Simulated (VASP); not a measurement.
Here is a VASP 6.6.1 calculation.

Contents of INCAR:

```
SYSTEM = GaN
  PREC = Accurate
  ENCUT = 600
  EDIFF = 1E-6
  ISMEAR = -1
  SIGMA = 0.02
  LREAL = .False.
  LASPH = .True.
  NELM = 100
  ALGO = Normal
  ISIF = 3
  LWAVE = .False.
  LCHARG = .False.
  GGA = PE
  IBRION = 2
  NSW = 80
  EDIFFG = -0.005
```

The input KPOINTS:

```
Automatic mesh
0
Gamma
  12 12 6
  0 0 0
```

The input POSCAR:

```
GaN
1.0
    2.7447779100      0.0000000000      0.0000000000
   -1.3723889550      2.3770473978      0.0000000000
    0.0000000000      0.0000000000      4.4739879933
Ga N
2 2
Direct
    0.0000000000      0.0000000000      0.0000000000
    0.0000000000      0.0000000000      0.5000000000
    0.3333333333      0.6666666667      0.2500000000
    0.6666666667      0.3333333333      0.7500000000
```

Potentials or basis: VASP PAW PBE potentials, release 64 (Ga_d, N).

Launch:

```bash
$ cat potpaw_PBE.64/Ga_d/POTCAR potpaw_PBE.64/N/POTCAR > POTCAR
$ mpirun -np 1 vasp_std > vasp.out
```

**Question.** Estimate the space group after relaxing (to 0.05 Å).

**Answer.** P6_3/mmc (No. 194).

**Question.** Predict the band gap on the k mesh.

**Answer.** 1.09 eV, indirect (least direct gap 1.33 eV).

Stress tensor (GPa, compression positive):
```
 0.07  0.00  0.00
 0.00  0.07  0.00
 0.00  0.00 -0.04
```

 A k mesh can miss the band edges.
